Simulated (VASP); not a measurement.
# AlH3 in VASP: reference runs

Reference runs on AlH3: the cell as given.

All numbers are computed with VASP 6.6.1; they aren't measurements. Logs are shortened: lines on timing, memory, paths and dates and some standing lists are left out, and cuts for length are marked.

## Step 1: Starting point

The cell holds a molecule in a box, 4 atoms: a = 12.000 Å, b = 11.000 Å, c = 12.000 Å, α = 90.00°, β = 90.00°, γ = 90.00°.

## Step 2: Single point, PBE

INCAR reads:

```
ALGO = Normal
EDIFF = 1E-7
ENCUT = 520
GGA = PE
ISIF = 2
ISMEAR = 0
LASPH = True
LCHARG = False
LREAL = False
LWAVE = False
NBANDS = 11
NELM = 80
PREC = Accurate
SIGMA = 0.01
```

KPOINTS reads:

```
k-points
0
Gamma
  1 1 1
```

POSCAR reads:

```
AlH3
1.0
   12.0000000000      0.0000000000      0.0000000000
    0.0000000000     11.0000000000      0.0000000000
    0.0000000000      0.0000000000     12.0000000000
Al H
1 3
Direct
    0.5268666700      0.5078863600      0.5074208300
    0.5784916700      0.5702227300      0.6148125000
    0.4139916700      0.4335954500      0.5166041700
    0.5881750000      0.5197500000      0.3908541700
```

Potentials or basis: VASP PAW PBE potentials, release 64 (Al, H).

Command:

```
$ cat potpaw_PBE.64/Al/POTCAR potpaw_PBE.64/H/POTCAR > POTCAR
$ mpirun -np 1 vasp_gam > vasp.out
```

OUTCAR:

```text
EDIFF = 1E-7
   ENCUT = 520
   GGA = PE
   ISIF = 2
   ISMEAR = 0
   LASPH = True
   LREAL = False
   NELM = 80
   PREC = Accurate

 ion  position               nearest neighbor table
   1  0.527  0.508  0.507-   3 1.59   2 1.59   4 1.59
   2  0.578  0.570  0.615-   1 1.59
   3  0.414  0.434  0.517-   1 1.59
   4  0.588  0.520  0.391-   1 1.59

  LATTYP: Found a simple tetragonal cell.
 ALAT       =    12.0000000000
 C/A-ratio  =     0.9166666667

  Lattice vectors:

 A1 = ( -12.0000000000,   0.0000000000,   0.0000000000)
 A2 = (   0.0000000000,   0.0000000000,  12.0000000000)
 A3 = (   0.0000000000,  11.0000000000,   0.0000000000)

Analysis of symmetry for initial positions (statically):
=====================================================================
 Subroutine PRICEL returns:
 Original cell was already a primitive cell.

 Routine SETGRP: Setting up the symmetry group for a
 simple tetragonal supercell.

 Subroutine GETGRP returns: Found  1 space group operations
 (whereof  1 operations were pure point group operations)
 out of a pool of 16 trial point group operations.

The static configuration has the point symmetry C_1 .

Analysis of symmetry for dynamics (positions and initial velocities):
=====================================================================
 Subroutine PRICEL returns:
 Original cell was already a primitive cell.

 Routine SETGRP: Setting up the symmetry group for a
 simple tetragonal supercell.

 Subroutine GETGRP returns: Found  1 space group operations
 (whereof  1 operations were pure point group operations)
 out of a pool of 16 trial point group operations.

The dynamic configuration has the point symmetry C_1 .

 Subroutine INISYM returns: Found  1 space group operations
 (whereof  1 operations are pure point group operations),
 and found     1 'primitive' translations

----------------------------------------------------------------------------------------

                                     Primitive cell

  volume of cell :    1584.0000

  direct lattice vectors                    reciprocal lattice vectors
    12.000000000  0.000000000  0.000000000     0.083333333  0.000000000  0.000000000
     0.000000000 11.000000000  0.000000000     0.000000000  0.090909091  0.000000000
     0.000000000  0.000000000 12.000000000     0.000000000  0.000000000  0.083333333

  length of vectors
    12.000000000 11.000000000 12.000000000     0.083333333  0.090909091  0.083333333

  position of ions in fractional coordinates (direct lattice)
     0.526866670  0.507886360  0.507420830
     0.578491670  0.570222730  0.614812500
     0.413991670  0.433595450  0.516604170
     0.588175000  0.519750000  0.390854170

  ion indices of the primitive-cell ions
   primitive index   ion index
                 1           1
                 2           2
                 3           3
                 4           4

----------------------------------------------------------------------------------------

 KPOINTS: k-points

Automatic generation of k-mesh.
 Grid dimensions read from file:
 generate k-points for:    1    1    1

 Generating k-lattice:

  Cartesian coordinates                     Fractional coordinates (reciprocal lattice)
     0.083333333  0.000000000  0.000000000     1.000000000  0.000000000  0.000000000
     0.000000000  0.090909091  0.000000000     0.000000000  1.000000000  0.000000000
     0.000000000  0.000000000  0.083333333     0.000000000  0.000000000  1.000000000

  Length of vectors
     0.083333333  0.090909091  0.083333333

  Shift w.r.t. Gamma in fractional coordinates (k-lattice)
     0.000000000  0.000000000  0.000000000

 Subroutine IBZKPT returns following result:
 ===========================================

 Found      1 irreducible k-points:

 Following reciprocal coordinates:
            Coordinates               Weight
  0.000000  0.000000  0.000000      1.000000
   k-points           NKPTS =      1   k-points in BZ     NKDIM =      1   number of bands    NBANDS=     11
   number of dos      NEDOS =    301   number of ions     NIONS =      4
   total plane-waves  NPLWV = 680400
   dimension x,y,z NGX =    90 NGY =   84 NGZ =   90
   dimension x,y,z NGXF=   180 NGYF=  168 NGZF=  180
   ions per type =               1   3
   NGX,Y,Z   is equivalent  to a cutoff of  12.47, 12.70, 12.47 a.u.
   NGXF,Y,Z  is equivalent  to a cutoff of  24.94, 25.39, 24.94 a.u.
 SYSTEM =  unknown system
   PREC   = accura    normal or accurate (medium, high low for compatibility)
   ISTART =      0    job   : 0-new  1-cont  2-samecut
   ICHARG =      2    charge: 1-file 2-atom 10-const
   ISPIN  =      1    spin polarized calculation?
   LNONCOLLINEAR =      F non collinear calculations
   LSORBIT =      F    spin-orbit coupling
   LASPH  =      T    aspherical Exc in radial PAW
   ENCUT  =  520.0 eV  38.22 Ry    6.18 a.u.  22.31 20.45 22.31*2*pi/ulx,y,z
   NELM   =     80;   NELMIN=  2; NELMDL= -5     # of ELM steps
   EDIFF  = 0.1E-06   stopping-criterion for ELM
   LREAL  =      F    real-space projection
   EDIFFG = 0.1E-05   stopping-criterion for IOM
   NSW    =      0    number of steps for IOM
   IBRION =     -1    ionic relax: 0-MD 1-quasi-New 2-CG
   NFREE  =      0    steps in history (QN), initial steepest desc. (CG)
   ISIF   =      2    stress and relaxation
   ISYM   =      2    0-nonsym 1-usesym 2-fastsym
   POTIM  = 0.5000    time-step for ionic-motion
   TEBEG  =    0.0;   TEEND  =   0.0 temperature during run
   PSTRESS=    0.0 pullay stress
   NELECT =       6.0000    total number of electrons
   NUPDOWN=      -1.0000    fix difference up-down
   EMIN   =  10.00;   EMAX   =-10.00  energy-range for DOS
   EFERMI =   0.00;   METHOD = LEGACY
   ISMEAR =     0;   SIGMA  =   0.01  broadening in eV -4-tet -1-fermi 0-gaus
   EFERMI_NEDOS =   21; number of points for ismear=-14 and -15
   IALGO  =     38    algorithm
   IMIX   =      4    mixing-type and parameters
     AMIX     =   0.40;   BMIX     =  1.00
     AMIX_MAG =   1.60;   BMIX_MAG =  1.00
  volume/ion in A,a.u.               =     396.00      2672.34
  Fermi-wavevector in a.u.,A,eV,Ry     =   0.255196  0.482250  0.886078  0.065125
  Thomas-Fermi vector in A             =   1.077186
   LORBIT       =      0    0 simple, 1 ext, 2 COOP (PROOUT), +10 PAW based schemes
   GGA     = PE    functional components
   LHFCALC =     F    Hartree Fock is set to
   AEXX    =    0.0000 exact exchange contribution
   IVDW    =     0    specifies the selected vdW correction
   LEPSILON=     F    determine dielectric tensor
   LRPA    =     F    only Hartree local field effects (RPA)
 non-spin polarized calculation
 Gauss-broadening in eV      SIGMA  =   0.01
  energy-cutoff  :      520.00
  volume of cell :     1584.00
 maximum number of plane-waves:     21371
 NGX is ok and might be reduce to    90
   NGX = 45   NGY = 41   NGZ = 45

 number of electron       6.0000000 magnetization

 Free energy of the ion-electron system (eV)
  ---------------------------------------------------
  ext. energy  EPLUGINS =         0.00000000
  ---------------------------------------------------
  free energy    TOTEN  =       -12.46897641 eV

  energy without entropy =      -12.46897641  energy(sigma->0) =      -12.46897641

 E-fermi :  -7.0876     XC(G=0):  -0.6190

 val. band max:       -7.1357357733   @ k =   0.0000   0.0000   0.0000
 cond. band min:      -2.3806704755   @ k =   0.0000   0.0000   0.0000
 fundamental gap:      4.7550652978
 Fermi energy:        -7.0875939925

 k-point     1 :       0.0000    0.0000    0.0000
  band No.  band energies     occupation
      1     -10.1290      2.00000
      2      -7.1377      2.00000
      3      -7.1357      2.00000
      4      -2.3807      0.00000
      5      -0.2526      0.00000
      6       0.2101      0.00000
      7       0.4280      0.00000
      8       0.4840      0.00000
      9       0.8239      0.00000
     10       0.8643      0.00000
     11       0.9880      0.00000

------------------------ aborting loop because EDIFF is reached ----------------------------------------

  FORCE on cell =-STRESS in cart. coord.  units (eV):
  Direction    XX          YY          ZZ          XY          YZ          ZX
  --------------------------------------------------------------------------------------
  -------------------------------------------------------------------------------------
  Total        0.1209640      0.0317088      0.1703328      0.0938282      0.0351740     -0.0213269
  in kB        0.1223521      0.0320727      0.1722875      0.0949049      0.0355777     -0.0215716
  external PRESSURE =       0.1089041 kB  Pullay stress =       0.0000000 kB

 VOLUME and BASIS-vectors are now :
 -----------------------------------------------------------------------------
  energy-cutoff  :      520.00
  volume of cell :     1584.00
      direct lattice vectors                 reciprocal lattice vectors
    12.000000000  0.000000000  0.000000000     0.083333333  0.000000000  0.000000000
     0.000000000 11.000000000  0.000000000     0.000000000  0.090909091  0.000000000
     0.000000000  0.000000000 12.000000000     0.000000000  0.000000000  0.083333333

 POSITION                                       TOTAL-FORCE (eV/Angst)
 -----------------------------------------------------------------------------------
      6.32240      5.58675      6.08905         0.002819     -0.000934     -0.000525
      6.94190      6.27245      7.37775         0.034419      0.040382      0.073003
      4.96790      4.76955      6.19925        -0.078097     -0.047405      0.006360
      7.05810      5.71725      4.69025         0.040859      0.007957     -0.078837
 -----------------------------------------------------------------------------------
    total drift:                                0.000008     -0.000051     -0.000008

  FREE ENERGIE OF THE ION-ELECTRON SYSTEM (eV)
  ---------------------------------------------------
  free  energy   TOTEN  =       -12.4689764078 eV

  energy  without entropy=      -12.4689764078  energy(sigma->0) =      -12.46897641
```

Wall time 2.1 min (1 thread of Intel Xeon Platinum 8259CL at 2.50GHz (Skylake/Cascade Lake), shared host); peak memory 1.1 GiB.

Results:

```
Free energy                     : -12.4690 eV
Largest force                   : 0.092 eV/Å
Gap between the frontier levels : 4.75 eV
```

Forces in eV/Å, atoms in the order of the input:
```
Al   0.003 -0.001 -0.001
H    0.034  0.040  0.073
H   -0.078 -0.047  0.006
H    0.041  0.008 -0.079
```

Expect the measured gap to be larger: semilocal functionals such as PBE lack the derivative discontinuity.
